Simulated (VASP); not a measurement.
**Mg: band structure with RPBE**

Mg:

```
Mg
1.0
     3.20930    0.00000    0.00000
    -1.60465    2.77934    0.00000
     0.00000    0.00000    5.21030
Mg
2
Direct
  0.66667 0.33333 0.75000
  0.33333 0.66667 0.25000
```

| Item | Value |
| --- | --- |
| Program | VASP 6.6.1 |
| Task | band structure |
| Functional | RPBE |
| Potentials or basis | VASP PAW PBE potentials, release 64 (Mg) |
| Cutoff | 520 eV |
| k mesh | 10 × 10 × 5 |
| Occupations | fermi-dirac, width 0.05 eV |
| Spin | no spin polarisation |
| Further INCAR settings | ALGO = Normal; EDIFF = 1e-06 |

```json
{
 "Pressure": "0.6 GPa",
 "Band gap along the path": "none (metal or under the smearing width)"
}
```

Stress tensor (GPa, compression positive):
```
0.22 0.00 0.00
0.00 0.22 0.00
0.00 0.00 1.28
```

Levels at the corners of the path, in eV from the Fermi level:
```csv
point,band 1,band 2,band 3,band 4,band 5
Γ,-6.91,-1.72,-1.24,10.86,10.86
M,-2.17,-2.14,2.61,2.96,3.24
M,-2.17,-2.14,2.61,2.96,3.24
K,-0.66,-0.61,-0.61,4.08,4.08
K,-0.66,-0.61,-0.61,4.08,4.08
Γ,-6.91,-1.72,-1.24,10.86,10.86
Γ,-6.91,-1.72,-1.24,10.86,10.88
A,-5.53,-5.53,4.98,4.98,11.60
A,-5.53,-5.53,4.98,4.98,11.60
L,-1.13,-1.13,-0.45,-0.45,7.95
L,-1.13,-1.13,-0.45,-0.45,7.95
H,0.16,0.16,0.63,0.63,1.54
H,0.16,0.16,0.63,0.63,1.54
A,-5.53,-5.53,4.98,4.98,11.60
L,-1.13,-1.13,-0.45,-0.45,7.95
M,-2.17,-2.14,2.61,2.96,3.24
K,-0.66,-0.61,-0.61,4.08,4.08
H,0.16,0.16,0.63,0.63,1.54
```

Wall time 17 s on 1 thread of Intel(R) Xeon(R) Platinum 8259CL CPU @ 2.50GHz (Skylake/Cascade Lake), on a shared host, peak memory 0.16 GiB.

Caveat: the PAW data sets were made with another functional, which shifts forces and pressure a little.
